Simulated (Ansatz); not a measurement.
ZnSe: the gap against volume

ZnSe, F-43m, a = 5.732 Å. Ansatz: PBE, PAW, 420 eV, Γ-centred 8×8×8 mesh on 2 atoms, Gaussian smearing 0.02 eV; no spin polarisation. Symmetry fixes shape and atoms, so the cell is only scaled; x = ln(V/V0) with V0 = 23.539 Å³/atom. The gap is read at the mesh points alone.

```
      x gap y (eV)
-0.1278       1.678
-0.0943       1.536
-0.0619       1.402
-0.0305       1.275
 0.0000       1.154
 0.0296       1.041
 0.0583       0.933
 0.0953           ?
```

**Question.** Fit a straight line to the other rows, give the volume deformation potential of the gap and its pressure coefficient, and predict the missing gap. B0 = 56.6 GPa.

**Answer.** Means x = -0.03237, y = 1.2884; Σ(Δx)² = 0.02693, ΣΔxΔy = -0.1078; the slope is their ratio. y = 1.1588 − 4.0034 x. The slope is the deformation potential a = dE_g/d ln V = -4.00 eV, and dE_g/dP = −a/B0 = 70.7 meV/GPa. At x = 0.0953 the fit asked for gives 0.777 eV. The run gave 0.798 eV, so the fit is 0.021 eV too low, 2.4 % of the span of the series, against an rms of 0.005 eV on the fitted rows. The row lies outside the fitted range. With a term in x² added, a fit to the same known rows predicts 0.798 eV, so most of the miss is curvature that the known rows already hold.

Spin-orbit coupling is left out; it would lift a valence top of Se p states by 0.1 to 0.15 eV. Semilocal functionals give gaps under the measured ones; changes of the gap mostly carry over better.